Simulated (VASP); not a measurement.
Here is a VASP 6.6.1 calculation.

The input INCAR:

```
SYSTEM = H23C2NO10
ALGO     = Normal         ! electronic algorithm
EDIFF    = 1E-7           ! SCF threshold, eV
ENCUT    = 520            ! plane-wave cutoff, eV
ISIF     = 2              ! what is computed and relaxed
ISMEAR   = -1             ! smearing method
LASPH    = .TRUE.         ! aspherical terms in the spheres
LCHARG   = .FALSE.        ! write CHGCAR
LREAL    = Auto         
LWAVE    = .FALSE.        ! write WAVECAR
NBANDS   = 72             ! bands
NELM     = 80             ! most SCF steps
PREC     = Accurate       ! precision mode
SIGMA    = 0.02           ! smearing width, eV
```

KPOINTS

```
k-points
0
G
  1 1 1
  0 0 0
```

The input POSCAR:

```
H23C2NO10
1.0
    7.2873620000      0.0000000000      0.0000000000
    0.0000000000      7.2873620000      0.0000000000
    0.0000000000      0.0000000000      7.2873620000
O H C N
10 23 2 1
Direct
    0.1452926313     -0.0232731680      0.3542708596
    0.0171255387      0.1211961201      0.6372950870
    0.4152394241      0.3841170509      0.6373362542
    0.4364267893      0.8245919442      0.0295991883
    0.4066766547      0.4641322882      0.1260950122
    0.6806441069      0.6232296406      0.3962750856
    1.3076611262      0.1459513058      0.8862466281
    0.3797258871      0.7832189481      0.5208469128
    0.4993576551      0.1081872974      0.2802385829
    0.7513281212      0.2797720218      0.4983284761
    0.2300283697     -0.1158032221      0.4000487419
    0.0835007236     -0.0734422141      0.2388381420
    0.0965507134      0.1559823706      0.7440552562
    0.0888524544      0.0716857486      0.5319208789
    0.3388057297      0.4042752370      0.5304800283
    0.5299585776      0.3256596832      0.5931227240
    0.5017590728      0.9031800534      0.1277142538
    0.3806864542      0.9259592154     -0.0502651028
    0.3984295003      0.6006563143      0.0969761074
    0.4889149187      0.4660122552      0.2318260023
    0.7227443895      0.6506469694      0.2721012075
    0.6962601830      0.4953507181      0.4274249036
    1.3543721308      0.2017328081      0.7751364623
    1.3170197940      0.2515313498      0.9713803157
    0.2998204288      0.7064284716      0.5944812403
    0.5103767317      0.7277530607      0.4932237482
    0.3735096459      0.0816893685      0.3256459608
    0.4690174579      0.1906313972      0.1757563299
    0.8647985375      0.2325944560      0.5647722729
    0.6907026164      0.1911391255      0.4188895790
    0.7585186519      0.9593457825      0.7079928237
    0.8773133543      0.7361511614      0.6999240603
    0.6469282026      0.7482680290      0.7869514373
    0.7808312528      0.8247017233      0.7753011309
    0.8459988676      0.8361187491      0.9601554033
    0.9082298917      0.8388495041      1.1069026076
```

Potentials or basis: VASP PAW LDA potentials, release 64 (O, H, C, N).

Launch:

```sh
$ cat potpaw_LDA.64/O/POTCAR potpaw_LDA.64/H/POTCAR potpaw_LDA.64/C/POTCAR potpaw_LDA.64/N/POTCAR > POTCAR
$ mpirun -np 1 vasp_gam > vasp.out
```

What does it give for the pressure?

-0.6 GPa.

Predict the band gap on the k mesh.

4.57 eV, direct.

Predict the largest force.

2.068 eV/Å.

Forces on the atoms (eV/Å):
```
O   -0.420  0.982 -1.404
O   -0.009  0.866  1.480
O   -0.192 -0.239  0.458
O    0.500  1.304  0.490
O   -0.136  0.250 -0.053
O   -0.898  1.724 -0.141
O   -0.695 -0.465  1.224
O    1.050  0.217 -0.358
O    0.002  0.384 -0.543
O   -1.092  1.407  0.219
H    1.137 -1.205  0.481
H   -0.142  0.274  0.878
H   -0.091 -0.405 -0.432
H    0.026 -0.327 -0.651
H   -0.228 -0.068 -0.418
H    0.759  0.120 -0.218
H   -0.873 -0.756 -0.844
H    0.233 -0.628  0.672
H   -0.063 -0.307 -0.413
H    0.149  0.033  0.256
H    0.369  0.140 -0.048
H    0.865 -1.822  0.455
H    0.646  0.846 -1.359
H   -0.062  0.130  0.180
H    0.524 -0.463  0.320
H   -1.399 -0.079  0.013
H   -0.418 -0.420  0.208
H    0.427 -0.015  0.233
H    0.378 -0.590 -0.012
H   -0.186 -0.724 -0.514
H    0.268 -0.278  0.185
H   -0.028  0.228 -0.342
H    0.341  0.362 -0.187
C   -0.873 -0.776  0.613
C    0.378  0.332 -0.111
N   -0.246 -0.036 -0.316
```

Caveat: the standard files for N, O and F lose accuracy on very short bonds. Expect the measured gap to be larger: semilocal functionals such as LDA lack the derivative discontinuity.
